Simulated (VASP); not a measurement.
Crystal: C.

```
C
1.0
     2.52210    0.00000    0.00000
    -1.26105    2.18420    0.00000
     0.00000    0.00000    8.23710
C
8
Direct
  0.66667 0.33333 0.84375
  0.33333 0.66667 0.34375
  0.66667 0.33333 0.65625
  0.33333 0.66667 0.15625
  0.00000 0.00000 0.90625
  0.00000 0.00000 0.40625
  0.00000 0.00000 0.59375
  0.00000 0.00000 0.09375
```

This is a hexagonal form of diamond, not graphite.

```yaml
Program: VASP 6.6.1
Task: relaxation of cell and atoms
Functional: PBE
Potentials_or_basis: VASP PAW PBE potentials, release 64 (C)
Cutoff: 600 eV
k_mesh: 12 × 12 × 4
Occupations: fermi-dirac, width 0.05 eV
Spin: no spin polarisation
```

At the start: pressure 2.3 GPa; volume 5.67 Å³/atom.

Problem. How do energy, volume and symmetry change on relaxing?

Solution. Over 6 steps the energy falls by 2.6 meV/atom and the volume is 5.70 Å³/atom (+0.5 %); space group P6_3/mmc (No. 194, to 0.05 Å).

The path:
```
step  energy change (eV)  largest force (eV/Å)  pressure (GPa)  volume (Å³)
   1              0.0000                0.3284            2.25        45.38
   2              0.0130                0.4683           -2.49        45.90
   3             -0.0204                0.0443            0.01        45.60
   4             -0.0204                0.0371            0.05        45.60
   5             -0.0204                0.0402           -0.06        45.61
   6             -0.0206                0.0041           -0.01        45.60
```

Final structure:
```xyz
8
Lattice="2.5181 0.0000 0.0000 -1.2591 2.1808 0.0000 0.0000 0.0000 8.3041" Properties=species:S:1:pos:R:3 pbc="T T T"
C     1.2591    0.7269    7.0125
C     0.0000    1.4538    2.8604
C     1.2591    0.7269    5.4437
C     0.0000    1.4538    1.2917
C     0.0000    0.0000    7.5320
C     0.0000    0.0000    3.3800
C     0.0000    0.0000    4.9242
C     0.0000    0.0000    0.7721
```
